In a density-functional calculation, squeezing β-tin by a tenth of its volume takes about 6 GPa, a third more than its stiffness at rest would suggest. The surplus tempts one to a simple explanation: the bonds are unchanged springs, and their force acts on a shrinking area. That picture holds some truth, but it yields only about a third of the surplus. A squeezed electron gas yields about two thirds, and even that falls short, so the forces in the metal must steepen faster than either picture allows.

ABACUS 3.10.1, PBE without spin polarisation or spin–orbit coupling, for β-tin (I4₁/amd, 2 atoms per cell) scaled at fixed shape. PseudoDojo NC SR 0.4.1 pseudopotentials, DZP numerical atomic orbitals (2s2p2d, 8 bohr), 1360.57 eV cutoff, 9×9×9 k mesh, Fermi–Dirac smearing of 0.05 eV. Energies are counted from the minimum of the fitted curve.

```
volume (Å³/atom)  energy (meV/atom)  pressure (GPa)
           25.99              50.20           6.250
           26.54              31.29           4.740
           27.10              17.28           3.390
           27.65               7.72           2.180
           28.20               2.10           1.100
           28.76               0.03           0.120
           29.31               1.14          -0.750
```

Each row is the same crystal scaled to another size. The volume $V$ is counted per atom, the energy $E$ from the minimum of a smooth curve through the seven computed energies, and a positive pressure $P$ means that the crystal is being squeezed. That curve also gives the two constants used below: the volume at the minimum, $V_0=28.83$ Å³ per atom, and the bulk modulus there, $B_0=47.3$ GPa.

### The top rows: where the explanations part

From 25.99 to 26.54 Å³ the pressure drops by 1.51 GPa; over a nearly equal step at the bottom of the table it drops by only 0.87 GPa. The bulk modulus $B=-V\,dP/dV$ puts this into one number, the pressure needed per fractional change of volume. Taken from the differences between neighbouring rows, it is about 72 GPa at the top and 46 GPa at the bottom. Tin stiffens with every step of compression.

The simplest description keeps the slope of the pressure curve at its value for the uncompressed crystal, so that pressure and volume lie on a straight line. At 25.99 Å³ this line predicts 4.66 GPa, against a computed 6.25 GPa. The difference of 1.59 GPa is the surplus that has to be explained.

The spring picture seems to do so without any new physics. Let $x=(V/V_0)^{1/3}$ be the length of any bond relative to its length at the minimum. Harmonic springs store an energy proportional to $(x-1)^2$. Since a change of length $dx$ alters the volume by $3V_0x^2\,dx$, the pressure is

$$P=-\frac{1}{3V_0x^2}\frac{dE}{dx}=3B_0\,\frac{1-x}{x^2}.$$

The factor $1/x^2$ comes from the shrinking area on which the springs push: the same force on a smaller area is a higher pressure. Together with the change from length to volume, it bends the curve upwards even though no spring has become stiffer.

The bend is too weak. At 25.99 Å³ the springs give 5.17 GPa, which recovers 32 % of the surplus over the straight line. If the bonds carry the load, they must therefore resist more strongly as they shorten. They needn't shorten much for this to show: between the rows at 28.76 and 25.99 Å³ the shortest tin–tin contact shrinks by only about 3 %.

Tin in this structure is a metal, and metals offer a natural source of stiffening. Electrons confined to a smaller space have shorter wavelengths, and their kinetic energy rises as $1/x^2$. Their electrostatic attraction to the ions grows more slowly, as $1/x$. At the minimum the two tendencies balance, and this fixes their ratio, so that the energy counted from the minimum is proportional to $(1/x-1)^2$. The same differentiation as before gives

$$P=3B_0\,\frac{1/x-1}{x^4}.$$

For the row at 25.99 Å³ the estimate runs as follows. The volume ratio is $25.99/28.83=0.9015$, and its cube root is $x=0.966$. Hence $1/x-1=0.0352$ and $1/x^4=1.148$, and the pressure is

$$P=3\times47.3\ \text{GPa}\times0.0352\times1.148\approx5.73\ \text{GPa}.$$

This is 8 % below the computed pressure, whereas the springs are 17 % below it. The row wasn't kept apart from the model: its energy helped to determine $V_0$ and $B_0$. What is tested here is the shape of the curve away from the minimum.

The electron gas recovers 67 % of the surplus. This share must not be added to that of the springs, although the two happen to sum to nearly the whole. Each model is a complete account of the energy, and the change of area is already contained in both. The numbers therefore rank two curves by their shape; they don't divide the pressure between two causes. Nor do they prove that the better curve has the right cause, since springs that stiffen as they shorten could bend the curve just as much.

The ranking doesn't depend on the shared constants. When each model is free to choose its own two constants by least squares on all seven pressures, the typical miss is 0.22 GPa for the straight line, 0.14 GPa for the springs and 0.06 GPa for the electron gas. The last value is the best of the three, yet it is well above the rounding of the pressures. Something steeper than a simple electron gas is at work.

The electron gas also offers a reason why the modulus amounts to tens of gigapascals. Treat the four outer electrons of each tin atom as free. Their density at the minimum corresponds to a Fermi energy $E_F$ of roughly 10 eV, and balancing their kinetic energy against a $1/x$ attraction gives $B_0=\tfrac{2}{15}nE_F$, where $n$ is the number of these electrons per volume. The result is about 30 GPa. It has the right order of magnitude but is too soft, as a model without bonds or atomic shells may well be.

### The middle rows: a correction that grows as the square

At 27.65 Å³ the crystal is compressed by about 4 %, and the computed pressure is 2.18 GPa. The straight line gives 1.94 GPa, which is 11 % too low. At the top of the table, with a compression of about 10 %, the same line is 25 % too low. A constant slope is thus a fair working estimate for a few per cent of compression and a poor one for ten.

The growth of this error follows a simple rule. Let $u=1-V/V_0$ be the fraction by which the volume has shrunk, and let $B'$ be the rate at which the modulus rises with pressure at the minimum. Expanding the pressure in powers of $u$ gives

$$P\approx B_0u+\tfrac12B_0(1+B')u^2.$$

The first term is the straight line, and the second is the leading part of the surplus. Halving the compression halves the first term but quarters the second. For a related metal, the modulus sets the starting slope and $B'$ tells how soon the straight line fails.

The row at 27.65 Å³ is also the cell from which the others were scaled, and in this calculation it is under pressure: the minimum lies at a volume 4.3 % larger. The PBE functional is known to make solids of heavy p-block elements somewhat too large, which would act in this direction. The home-made orbital basis may contribute as well, and its share is untested. The minimum is therefore a reference point for this calculation and not a prediction for a real piece of tin, which would also expand with temperature.

### The bottom rows: where the models draw together

At 28.76 Å³ the energy is only 0.03 meV per atom above the minimum. The computed pressure is 0.12 GPa, and the straight line, the springs and the electron gas all agree with it to within a hundredth of a gigapascal. Such agreement is no success for any of them. Close to a minimum every smooth energy curve looks like a parabola, and it takes very precise values to tell one law of force from another there.

The last row, at 29.31 Å³, lies on the other side of the minimum. The crystal is now stretched, and its pressure is −0.75 GPa, a weaker pull than the −0.79 GPa of the straight line. Stretching thus shows the same curvature as squeezing: tin is softer when its atoms are farther apart.

The quantity that tells the models apart near the minimum is $B'$. It is −1 for the straight line, 1 for the springs and 3 for the electron gas, whereas the curve through the computed energies has 4.67. The order is the same as at the top of the table, and so is the verdict: each steeper model comes closer, and the steepest of the three still falls short.

How much steeper must the forces be? Suppose that the energy consists of a repulsion proportional to $1/x^p$ and an attraction proportional to $1/x^q$. At the minimum, the ratio of the third to the second derivative of the energy is then $-(p+q+3)$. Since $B'=1-E'''/(3E'')$, where the primes on $E$ denote derivatives with respect to $x$, it follows that

$$B'=2+\frac{p+q}{3}.$$

The electron gas has powers 2 and 1, which sum to 3. The computed slope requires a sum of about 8.

This sum is a measure of steepness and not a law of force, because many pairs of powers share it. It does suggest what kind of contribution is missing. For the balance to be a minimum, the repulsion must be the steeper of the two parts, so in this description its power has to be above about 4, against 2 for the kinetic energy of a uniform gas. Overlap between the outer electrons of one atom and the filled shells of its neighbours can give such a steep rise. The exclusion principle makes such overlap costly, and the overlap itself grows roughly exponentially as the atoms approach.

It is a plausible guess that the filled inner shells of tin supply part of the extra resistance, and that changes in the bonding between the outer electrons add to it. A total energy contains both and can't separate them.

The value of $B'$ deserves less trust than the order of the models. Only one row lies beyond the minimum, so the slope rests mainly on the compressed side, and the effect of the home-made basis on it is untested. All rows also keep the same ratio of cell edges, whereas a real crystal under uniform pressure may change its shape and so lower its energy at a given volume. The modulus and its slope thus describe uniform scaling of this cell, and a crystal free to change shape could be somewhat softer.
